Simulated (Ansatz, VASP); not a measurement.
## SnTe: VASP beside Ansatz

```xyz
2
Lattice="0.0000 3.6587 3.6587 3.6587 0.0000 3.6587 3.6587 3.6587 0.0000" Properties=species:S:1:pos:R:3 pbc="T T T"
Te    1.8293    1.8293    1.8293
Sn    0.0000    0.0000    0.0000
```

Change from the starting cell: volume scaled by 1.04.

Alike in both runs: task single point; functional PBEsol; k mesh 7 × 7 × 7; occupations fermi-dirac, width 0.05 eV; no spin polarisation.

|  | VASP | Ansatz |
| --- | --- | --- |
| version | VASP 6.6.1 | Ansatz 0.2.0 |
| potentials or method | VASP PAW PBE potentials, release 64 (Te, Sn_d) | Ansatz PAW |
| plane-wave cutoff (eV) | 520 | 420 |
| valence electrons in the cell | 20 | 30 |

```tsv
	VASP	Ansatz	Ansatz less VASP
gap on the k mesh at the Fermi level (eV)	0.37	0.37	+0.003
least direct gap on the mesh (eV)	0.83	0.83	+0.002
pressure (GPa)	-2.2	-2.2	0.00
```

The functional is the same, so the differences come from potentials, cutoffs and numerics. The two sets of potentials don't hold the same shells in valence.

Caveats: spin-orbit coupling is left out, which moves the levels of the heavy elements; the PAW data sets were made with another functional, which shifts forces and pressure a little (VASP); an odd mesh through Γ misses points on the zone boundary, where band edges often lie (VASP); odd divisions of the mesh miss points on the zone boundary, where band edges often lie, so the gap on the mesh can be too wide (Ansatz); the PAW data sets come from PBE, with cores solved anew for the run's functional, which leaves a small shift of forces and pressure (Ansatz).
